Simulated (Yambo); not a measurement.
**RbCl in Yambo: convergence with bands in self energy**

Crystal: RbCl.

```
Rb Cl
1.0
     0.00000    3.27400    3.27400
     3.27400    0.00000    3.27400
     3.27400    3.27400    0.00000
Rb Cl
1 1
Cartesian
  0.0000 0.0000 0.0000
  3.2740 3.2740 3.2740
```

```yaml
Program: Yambo 5.3.0
Task: G0W0 quasiparticle levels
Functional: LDA
Potentials_or_basis: PseudoDojo 0.4.1 SR LDA standard
Cutoff: 762 eV
Density_cutoff: 3048 eV
k_mesh: 6 × 6 × 6
Occupations: fixed
Spin: no spin polarisation
k_mesh_of_the_self-consistent_run: 8 × 8 × 8
Form_of_the_LDA: PW92
Random_integration_of_the_Coulomb_term: yes
Direction_of_the_field_or_of_q_to_0: x + y + z
Broadening: 0.1 eV
States_corrected: Γ and the k points of the band edges
Frequency_dependence_of_W: plasmon pole
Terminator_of_the_band_sum_in_the_self-energy: none
Quasiparticle_equation: linearised (Newton)
Imaginary_frequency_of_the_plasmon-pole_fit: 27.2114 eV
Bands_in_the_response: 108
Bands_in_the_self-energy: 28
Cutoff_of_the_response_matrix: 8 Ry
Cutoff_of_exchange_and_Vxc: 56 Ry
Bands_corrected_first_last: "[8, 9]"
```

These are the settings of the first run; the series varies bands in self energy, with any setting tied to it.

| bands in self energy | quasiparticle gap at the points computed (eV) |
| --- | --- |
| 28 | 7.519 |
| 48 | 7.655 |
| 108 | 7.777 |

Not settled before the last step: the quasiparticle gap at the points computed (to 0.05 eV). The tightest run that finished is the yardstick and may itself not be fully converged.

Caveat, for the tightest run too: this version prints the column dSc/dw multiplied by 27.2.
